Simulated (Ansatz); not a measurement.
# Al, one cell by several methods

```
CELL_PARAMETERS angstrom
0.00000 2.06446 2.02398
2.06446 0.00000 2.02398
2.06446 2.06446 0.00000
ATOMIC_POSITIONS crystal
Al 0.00000 0.00000 0.00000
```

The cell is COD entry 4313206, as deposited and not checked against the literature; nothing was relaxed. The listed cell was then made from it by scaling, straining or moving an atom.

All numbers are computed: DFT, PBE, PAW with Ansatz's default frozen-core files, scalar-relativistic (Ansatz 0.2.0); DFT, PBE, all-electron LAPW, scalar-relativistic (Ansatz 0.2.0).

For PAW: a Γ-centred 14×14×14 k mesh, Fermi–Dirac smearing of 0.05 eV, cutoff 420 eV, no spin polarisation. LAPW targets a basis error of 1 meV/atom. The Ansatz runs share mesh, smearing and spin set-up. Plane-wave (PAW) pressures include the program's estimate of the Pulay term.

Stress and pressure are positive in compression.

The change that made this cell: equal xx and yy strain of +2 %.

PAW results:

```csv
quantity,PAW
pressure (GPa),-3.19
stress xx (GPa),-3.39
stress zz (GPa),-2.81
```

**Question.** What does all-electron LAPW give for the same quantities?

**Answer.** 
```json
{"quantity": "pressure (GPa)", "LAPW": "-3.19"}
{"quantity": "stress xx (GPa)", "LAPW": "-3.38"}
{"quantity": "stress zz (GPa)", "LAPW": "-2.81"}
```
